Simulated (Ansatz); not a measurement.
# ZnS2: the cost of one run

Computed with Ansatz 0.2.0 (DFT PBE, scalar-relativistic, plane waves, PAW, unless a step's input says otherwise).

### 1 The system as given

Symmetry: P4/mmm, No. 123, tetragonal system. The conventional cell has a = 5.464 Å, b = 5.464 Å, c = 4.120 Å, α = 90.00°, β = 90.00°, γ = 90.00°. Zn (site symmetry 4/mmm) is surrounded by 8 S at 2.92 Å. Around S (site symmetry 2mm) lie 2 S at 2.05 to 2.07 Å and 4 Zn at 2.92 Å.

Structure file:

```cif
data_structure
_symmetry_space_group_name_H-M 'P 1'
_symmetry_Int_Tables_number 1
_cell_length_a 5.4639
_cell_length_b 5.4639
_cell_length_c 4.1199
_cell_angle_alpha 90.000
_cell_angle_beta 90.000
_cell_angle_gamma 90.000
_cell_volume 123.00
loop_
_atom_site_label
_atom_site_type_symbol
_atom_site_fract_x
_atom_site_fract_y
_atom_site_fract_z
_atom_site_occupancy
Zn1 Zn 0.50000 0.50000 0.00000 1
Zn2 Zn 0.00000 0.00000 0.50000 1
S1 S 0.00000 0.50000 0.74848 1
S2 S 0.50000 0.00000 0.74848 1
S3 S 0.00000 0.50000 0.25152 1
S4 S 0.50000 0.00000 0.25152 1
```

The cell is invented: random cell by space group and Wyckoff sites (P4/mmm, No. 123). Lengths come from tabulated atomic sizes and are only a guess.

### 2 A first look at the guess

Input file input.yaml:

```yaml
crystal:
  lattice:
    - [5.46390738, 0.0, 0.0]
    - [0.0, 5.46390738, 0.0]
    - [0.0, 0.0, 4.11986989]
  atoms:
    - { symbol: Zn, position: [0.5, 0.5, 0.0] }
    - { symbol: Zn, position: [0.0, 0.0, 0.5] }
    - { symbol: S, position: [0.0, 0.5, 0.74847606] }
    - { symbol: S, position: [0.5, 0.0, 0.74847606] }
    - { symbol: S, position: [0.0, 0.5, 0.25152394] }
    - { symbol: S, position: [0.5, 0.0, 0.25152394] }
basis:
  ecutwfc: 420
kpoints:
  mp_grid: { grid: [4, 4, 4] }
hamiltonian:
  xc: pbe
scf:
  occupations: { method: gaussian, width: 0.1 }
  lower_state_search: "off"
output:
  forces: true
  stress: true
  eigenvalues: true
```

Launch:

```
$ ansatz run input.yaml --threads 1 --pin off --max-ram 2560MiB --backend cpu --events-out ev --progress --plain --runs-dir out
```

Q: Estimate wall time and peak memory on 1 thread of Arm Neoverse V1, shared host.

About 4.8 s, with a peak of 0.36 GiB.
